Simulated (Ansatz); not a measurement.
**Al2O3: properties at the relaxed cell**

One table from this session's results is given with a row withheld; the runs are named, their logs left out.

Method: DFT r2SCAN, scalar-relativistic, plane waves, PAW, in Ansatz 0.2.0.

1 further run of the same task is left out (set aside as unsound or not needed).

## The structure to begin with

Symmetry: R-3c, No. 167, trigonal system. The conventional cell has a = 4.759 Å, b = 4.759 Å, c = 12.995 Å, α = 90.00°, β = 90.00°, γ = 120.00°. Around Al (site symmetry 3) lie 6 O at 1.86 to 1.97 Å. Around O (site symmetry 2) lie 4 Al at 1.86 to 1.97 Å.

Coordinates:

```cif
data_structure
_symmetry_space_group_name_H-M 'P 1'
_symmetry_Int_Tables_number 1
_cell_length_a 5.1296
_cell_length_b 5.1296
_cell_length_c 5.1296
_cell_angle_alpha 55.274
_cell_angle_beta 55.274
_cell_angle_gamma 55.274
_cell_volume 84.96
loop_
_atom_site_label
_atom_site_type_symbol
_atom_site_fract_x
_atom_site_fract_y
_atom_site_fract_z
_atom_site_occupancy
Al1 Al 0.35192 0.35192 0.35192 1
Al2 Al 0.14808 0.14808 0.14808 1
Al3 Al 0.64808 0.64808 0.64808 1
Al4 Al 0.85192 0.85192 0.85192 1
O1 O 0.55634 0.94366 0.25000 1
O2 O 0.25000 0.55634 0.94366 1
O3 O 0.94366 0.25000 0.55634 1
O4 O 0.44366 0.05634 0.75000 1
O5 O 0.75000 0.44366 0.05634 1
O6 O 0.05634 0.75000 0.44366 1
```

This cell was relaxed beforehand with the same method: volume 8.50 Å³/atom, gap on the mesh 7.14 eV.

Set-up of the first run:

File input.yaml:

```yaml
crystal:
  lattice:
    - [2.3554320267, 1.3599093146, 4.2880003627]
    - [-2.3554320267, 1.3599093146, 4.2880003627]
    - [0.0, -2.7198186293, 4.2880003626]
  atoms:
    - { symbol: Al, position: [0.3519237653, 0.3519237653, 0.3519237653] }
    - { symbol: Al, position: [0.1480762347, 0.1480762347, 0.1480762347] }
    - { symbol: Al, position: [0.6480762347, 0.6480762347, 0.6480762347] }
    - { symbol: Al, position: [0.8519237653, 0.8519237653, 0.8519237653] }
    - { symbol: O, position: [0.5563371803, 0.9436628197, 0.25] }
    - { symbol: O, position: [0.25, 0.5563371803, 0.9436628197] }
    - { symbol: O, position: [0.9436628197, 0.25, 0.5563371803] }
    - { symbol: O, position: [0.4436628197, 0.0563371803, 0.75] }
    - { symbol: O, position: [0.75, 0.4436628197, 0.0563371803] }
    - { symbol: O, position: [0.0563371803, 0.75, 0.4436628197] }
basis:
  ecutwfc: 500
kpoints:
  mp_grid: { grid: [6, 6, 6] }
hamiltonian:
  xc: r2scan
scf:
  occupations: { method: gaussian, width: 0.02 }
output:
  forces: true
  stress: true
  eigenvalues: true
  write_density: true
  write_potential: true
  elf: true
  volumetric_format: npy
relax:
  adjacent_minimum: "off"
  f_tol: 0.01
  max_steps: 30
  cell: { stress_tol: 0.1, fix: [volume] }
```

On the command line:

```bash
$ ansatz run input.yaml --threads 2 --pin off --max-ram 5120MiB --backend cpu --events-out ev --progress --plain --runs-dir out
```

Steps of the session up to this table: Volume × 0.97; Point at V/V0 = 1.03; Point at V/V0 = 0.94; Volume × 1.06; The cell scaled to 0.91 of its volume; The cell scaled to 1.10 of its volume; Volume × 0.88.

One of the session's tables, all rows but one given; the rest of the session is left out.

It belongs to the step «Equation of state». 

```
volume (Å³/atom)  energy above the lowest point (meV/atom)  pressure (GPa)  gap on the mesh (eV)
           7.476                                     120.5           42.07                  8.81
           7.731                                      64.2           29.07                  8.36
           7.986                                      27.1           17.90                  7.93
           8.241                                       6.4            8.28                  7.53
           8.496                                       0.0            0.00                  7.14
           8.751                                       5.8           -7.15                  6.77
           9.006                                         ?               ?                     ?
           9.346                                      58.0          -20.22                  5.96
```

Estimate the missing values for volume (Å³/atom) = 9.006.

Worked estimate for «energy above the lowest point (meV/atom)». A straight line through the neighbours (8.751, 5.8) and (9.346, 58.0) gives 5.8 + (58.0 − 5.8) × (9.006 − 8.751) / (9.346 − 8.751) = 28.2; a parabola fitted to 3 rows on both sides gives 21.5.

The run gave: energy above the lowest point (meV/atom): 22.2; pressure (GPa): -13.31; gap on the mesh (eV): 6.41. In «energy above the lowest point (meV/atom)» the line misses by +6.0 and the parabola by -0.7.
